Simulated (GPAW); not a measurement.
# TePb (Fm-3m) in GPAW: further runs, part 2 of 2

GPAW 26.7.0. The steps go on from the part before.

## Step 3: Single point, PBE

File run.py:

```python
import spglib
from ase import Atoms
from ase.dft.bandgap import bandgap
from ase.io import read, write
from ase.units import GPa
from gpaw import GPAW, PW

atoms = read('TePb.cif')
cell, positions, numbers = spglib.find_primitive(
    (atoms.cell[:], atoms.get_scaled_positions(), atoms.numbers), symprec=1e-4)
atoms = Atoms(numbers, cell=cell, scaled_positions=positions, pbc=True)

calc = GPAW(mode=PW(300),
            xc='PBE',
            kpts={'size': (6, 6, 6), 'gamma': True},
            occupations={'name': 'fermi-dirac', 'width': 0.05},
            nbands=19,
            convergence={'density': 1e-05, 'energy': 1e-05},
            maxiter=60,
            txt='gpaw.txt')
atoms.calc = calc
energy = atoms.get_potential_energy()
forces = atoms.get_forces()
stress = atoms.get_stress()
calc.write('gs.gpw')
write('result.traj', atoms)
print(f'Energy: {energy:.6f} eV')
print('Forces (eV/A):')
print(forces.round(4))
print('Stress (GPa):', (stress / GPa).round(3))
print('Fermi level:', round(calc.get_fermi_level(), 4), 'eV')
print(f'Gap: {bandgap(calc)[0]:.4f} eV, direct: {bandgap(calc, direct=True)[0]:.4f} eV')
```

File TePb.cif:

```cif
data_TePb
_cell_length_a 6.46200000
_cell_length_b 6.46200000
_cell_length_c 6.46200000
_cell_angle_alpha 90.00000000
_cell_angle_beta 90.00000000
_cell_angle_gamma 90.00000000
_space_group_name_H-M_alt 'Fm-3m'
_space_group_name_Hall '-F 4 2 3'
_space_group_IT_number 225
loop_
_space_group_symop_operation_xyz
'x,y,z'
'-x,-y,-z'
'-y,x,z'
'y,-x,-z'
'-x,-y,z'
'x,y,-z'
'y,-x,z'
'-y,x,-z'
'x,-y,-z'
'-x,y,z'
'-y,-x,-z'
'y,x,z'
'-x,y,-z'
'x,-y,z'
'y,x,-z'
'-y,-x,z'
'z,x,y'
'-z,-x,-y'
'z,-y,x'
'-z,y,-x'
'z,-x,-y'
'-z,x,y'
'z,y,-x'
'-z,-y,x'
'-z,x,-y'
'z,-x,y'
'-z,-y,-x'
'z,y,x'
'-z,-x,y'
'z,x,-y'
'-z,y,x'
'z,-y,-x'
'y,z,x'
'-y,-z,-x'
'x,z,-y'
'-x,-z,y'
'-y,z,-x'
'y,-z,x'
'-x,z,y'
'x,-z,-y'
'-y,-z,x'
'y,z,-x'
'-x,-z,-y'
'x,z,y'
'y,-z,-x'
'-y,z,x'
'x,-z,y'
'-x,z,-y'
'x,y+1/2,z+1/2'
'-x,-y+1/2,-z+1/2'
'-y,x+1/2,z+1/2'
[... 62 lines left out ...]
'-z+1/2,-x,-y+1/2'
'z+1/2,-y,x+1/2'
'-z+1/2,y,-x+1/2'
'z+1/2,-x,-y+1/2'
'-z+1/2,x,y+1/2'
'z+1/2,y,-x+1/2'
'-z+1/2,-y,x+1/2'
'-z+1/2,x,-y+1/2'
'z+1/2,-x,y+1/2'
'-z+1/2,-y,-x+1/2'
'z+1/2,y,x+1/2'
'-z+1/2,-x,y+1/2'
'z+1/2,x,-y+1/2'
'-z+1/2,y,x+1/2'
'z+1/2,-y,-x+1/2'
'y+1/2,z,x+1/2'
'-y+1/2,-z,-x+1/2'
'x+1/2,z,-y+1/2'
'-x+1/2,-z,y+1/2'
'-y+1/2,z,-x+1/2'
'y+1/2,-z,x+1/2'
'-x+1/2,z,y+1/2'
'x+1/2,-z,-y+1/2'
'-y+1/2,-z,x+1/2'
'y+1/2,z,-x+1/2'
'-x+1/2,-z,-y+1/2'
'x+1/2,z,y+1/2'
'y+1/2,-z,-x+1/2'
'-y+1/2,z,x+1/2'
'x+1/2,-z,y+1/2'
'-x+1/2,z,-y+1/2'
'x+1/2,y+1/2,z'
'-x+1/2,-y+1/2,-z'
'-y+1/2,x+1/2,z'
'y+1/2,-x+1/2,-z'
'-x+1/2,-y+1/2,z'
'x+1/2,y+1/2,-z'
'y+1/2,-x+1/2,z'
'-y+1/2,x+1/2,-z'
'x+1/2,-y+1/2,-z'
'-x+1/2,y+1/2,z'
'-y+1/2,-x+1/2,-z'
'y+1/2,x+1/2,z'
'-x+1/2,y+1/2,-z'
'x+1/2,-y+1/2,z'
'y+1/2,x+1/2,-z'
'-y+1/2,-x+1/2,z'
'z+1/2,x+1/2,y'
'-z+1/2,-x+1/2,-y'
'z+1/2,-y+1/2,x'
'-z+1/2,y+1/2,-x'
'z+1/2,-x+1/2,-y'
'-z+1/2,x+1/2,y'
'z+1/2,y+1/2,-x'
'-z+1/2,-y+1/2,x'
'-z+1/2,x+1/2,-y'
'z+1/2,-x+1/2,y'
'-z+1/2,-y+1/2,-x'
'z+1/2,y+1/2,x'
'-z+1/2,-x+1/2,y'
'z+1/2,x+1/2,-y'
'-z+1/2,y+1/2,x'
'z+1/2,-y+1/2,-x'
'y+1/2,z+1/2,x'
'-y+1/2,-z+1/2,-x'
'x+1/2,z+1/2,-y'
'-x+1/2,-z+1/2,y'
'-y+1/2,z+1/2,-x'
'y+1/2,-z+1/2,x'
'-x+1/2,z+1/2,y'
'x+1/2,-z+1/2,-y'
'-y+1/2,-z+1/2,x'
'y+1/2,z+1/2,-x'
'-x+1/2,-z+1/2,-y'
'x+1/2,z+1/2,y'
'y+1/2,-z+1/2,-x'
'-y+1/2,z+1/2,x'
'x+1/2,-z+1/2,y'
'-x+1/2,z+1/2,-y'
loop_
_atom_site_label
_atom_site_type_symbol
_atom_site_symmetry_multiplicity
_atom_site_Wyckoff_symbol
_atom_site_fract_x
_atom_site_fract_y
_atom_site_fract_z
_atom_site_occupancy
Pb1 Pb 4 a 0.0000000000 0.0000000000 0.0000000000 1
Te1 Te 4 b 0.5000000000 0.0000000000 0.0000000000 1
```

Potentials or basis: GPAW PAW data sets (gpaw-data 1.2.1), pw.

Launch:

```sh
$ OMP_NUM_THREADS=1 python run.py
```

gpaw.txt:

```text
__  _  _
 | _ |_)|_||  |
 |__||  | ||/\| - 26.7.0

Input parameters:
  mode=PW(ecut=300.0),
  convergence={'density': 1e-05, 'energy': 1e-05},
  kpts=MonkhorstPack(size=(6, 6, 6), gamma=True),
  maxiter=60,
  nbands=19,
  occupations=Occupations(name='fermi-dirac', width=0.05),
  xc=XC(name='PBE')

Diagonalizing LCAO Hamiltonian
Converting LCAO to pw mode

                 Te

       Pb

Atoms  # Å, Bohr magnetons
|   | symbol |        x |        y |        z |    initial magnetic moments |
|---|--------|----------|----------|----------|-----------------------------|
| 0 |     Pb | 0.000000 | 0.000000 | 0.000000 | ( 0.0000,  0.0000,  0.0000) |
| 1 |     Te | 3.231000 | 3.231000 | 3.231000 | ( 0.0000,  0.0000,  0.0000) |

Unit cell  # Å
| periodic |        x |        y |        z |  lengths |    angles |
|----------|----------|----------|----------|----------|-----------|
|      yes | 0.000000 | 3.231000 | 3.231000 | 4.569324 | 60.000000 |
|      yes | 3.231000 | 0.000000 | 3.231000 | 4.569324 | 60.000000 |
|      yes | 3.231000 | 3.231000 | 0.000000 | 4.569324 | 60.000000 |

Number of symmetries: 48
Symmetry operations  # r_c * U_cc + t_c -> r_c
|    | kind |            matrix            |
|----|------|------------------------------|
|  0 |  σ   |  1, 0, 0,  1, 0,-1,  1,-1, 0 |
|  1 |  C2  |  1, 0, 0,  1,-1, 0,  1, 0,-1 |
|  2 |  E   |  1, 0, 0,  0, 1, 0,  0, 0, 1 |
|  3 |  σ   |  1, 0, 0,  0, 0, 1,  0, 1, 0 |
|  4 |  C4  |  1, 0,-1,  1, 0, 0,  1,-1, 0 |
|  5 |  S6  |  1, 0,-1,  1,-1, 0,  1, 0, 0 |
[... 167 lines left out ...]

convergence criteria:
- Maximum integral of absolute [dens]ity change: 1e-05 electrons / valence electron
- Maximum [total energy] change in last 3 cyles: 1e-05 eV / valence electron
- Maximum integral of absolute [eigenst]ate change: 4e-08 eV^2 / valence electron
maximum number of iterations: 60

SCF iterations
|iter     | |      energy | eigst |  dens |
|---------|-|-------------|-------|-------|
|iter:   1| |   -7.354649 | -0.43 |       |
|iter:   2| |   -7.330069 | -2.61 | -1.34 |
|iter:   3| |   -7.240571 | -2.19 | -1.38 |
|iter:   4| |   -7.241857 | -4.04 | -2.00 |
|iter:   5| |   -7.242165 | -4.52 | -2.43 |
|iter:   6| |   -7.242176 | -5.96 | -3.26 |
|iter:   7| |   -7.242177c| -7.14 | -3.90 |
|iter:   8| |   -7.242177c| -7.50c| -4.63 |
|iter:   9| |   -7.242177c| -7.72c| -5.38c|

Converged in 9 steps
Energy contributions relative to reference atoms: (reference = -752065.146798)

Energy contributions:
  Kinetic:          32.254904
  Coulomb:         -31.831726
  Zero:              0.402871
  External:          0.000000
  Xc:               -8.068212
  Entropy:          -0.000029
  Spinorbit:         0.000000
  ----------------------------
  Free energy:      -7.242191
  Extrapolated:     -7.242177

dipole moment: (-27.269214, -27.269214, -27.269214)  # |e|*Ang

Fermi level: 6.047
Eigenvalues  # (at kpt = [0.000, 0.000, 0.000])
| band index |      eig [eV] | occ [0-2] |
|------------|---------------|-----------|
|          0 |       -10.994 |     2.000 |
|        ... |               |           |
|          2 |       -10.981 |     2.000 |
|          3 |       -10.981 |     2.000 |
|          4 |       -10.981 |     2.000 |
|          5 |        -6.327 |     2.000 |
|          6 |         0.129 |     2.000 |
|          7 |         4.310 |     2.000 |
[... 9 lines left out ...]
|         17 |        13.308 |     0.000 |
|         18 |        13.733 |     0.000 |

Gap: 0.697 eV
Transition (v -> c):
  (s=0, k=15, n=9, [0.50, 0.50, 0.50]) -> (s=0, k=15, n=10, [0.50, 0.50, 0.50])
No difference between direct/indirect transitions

Forces  # eV/Ang
|        x |        y |        z |
|----------|----------|----------|
| -0.00000 |  0.00000 | -0.00000 |  # Pb   0
|  0.00000 | -0.00000 | -0.00000 |  # Te   1

Stress tensor  # eV/Ang^3
|        x |        y |        z |
|----------|----------|----------|
| 0.009425 | 0.000000 | 0.000000 |
| 0.000000 | 0.009425 | 0.000000 |
| 0.000000 | 0.000000 | 0.009425 |

# Writing to gs.gpw (mode='')
```

stdout:

```text
Energy: -7.242177 eV
Forces (eV/A):
[[-0.  0. -0.]
 [ 0. -0. -0.]]
Stress (GPa): [1.51 1.51 1.51 0.   0.   0.  ]
Fermi level: 6.0466 eV
Gap: 0.6973 eV, direct: 0.6973 eV
```

Wall time 7.8 s (1 thread of Intel Xeon Platinum 8175M at 2.50GHz (Skylake/Cascade Lake), shared host); peak memory 0.14 GiB.

These settings aren't checked as converged: the numbers below hold their error.

What came out:

* Free energy: -7.2422 eV
* Pressure: -1.5 GPa
* Band gap on the k mesh: 0.70 eV, direct

Caveat: the cutoff is short for stress and forces, so pressures can be off by a GPa or more; spin-orbit coupling is left out, which as a rule narrows the gap of such compounds by several tenths of an eV.

## Step 4: Single point, PBE

File run.py:

```python
from ase.dft.bandgap import bandgap
from ase.io import write
from ase.spacegroup import crystal
from ase.units import GPa
from gpaw import GPAW, PW

# Pb 4a
# Te 4b
atoms = crystal(['Pb', 'Te'],
                basis=[[0.0, 0.0, 0.0],
                       [0.5, 0.0, 0.0]],
                spacegroup=225, setting=1,  # Fm-3m
                cellpar=[6.462, 6.462, 6.462, 90.0, 90.0, 90.0],
                primitive_cell=True)

calc = GPAW(mode=PW(600),
            xc='PBE',
            kpts={'size': (3, 3, 3), 'gamma': True},
            occupations={'name': 'fermi-dirac', 'width': 0.05},
            nbands=19,
            convergence={'density': 1e-05, 'energy': 1e-05},
            maxiter=75,
            txt='gpaw.txt')
atoms.calc = calc
energy = atoms.get_potential_energy()
forces = atoms.get_forces()
stress = atoms.get_stress()
calc.write('gs.gpw')
write('result.traj', atoms)
print(f'Energy: {energy:.6f} eV')
print('Forces (eV/A):')
print(forces.round(4))
print('Stress (GPa):', (stress / GPa).round(3))
print('Fermi level:', round(calc.get_fermi_level(), 4), 'eV')
print(f'Gap: {bandgap(calc)[0]:.4f} eV, direct: {bandgap(calc, direct=True)[0]:.4f} eV')
```

Launch:

```sh
$ OMP_NUM_THREADS=1 python run.py
```

It took 7.8 s on 1 thread of Intel Xeon Platinum 8175M at 2.50GHz (Skylake/Cascade Lake), shared host; peak memory 0.15 GiB.

These settings aren't checked as converged: the numbers below hold their error.

What came out:

```
Free energy : -7.8510 eV
Pressure    : 1.8 GPa
```

Caveat: the k mesh is coarse (spacing up to 0.56 Å⁻¹), so the values aren't converged; this odd mesh misses L, where the gap lies, so gap, dielectric constants and Born charges aren't listed.
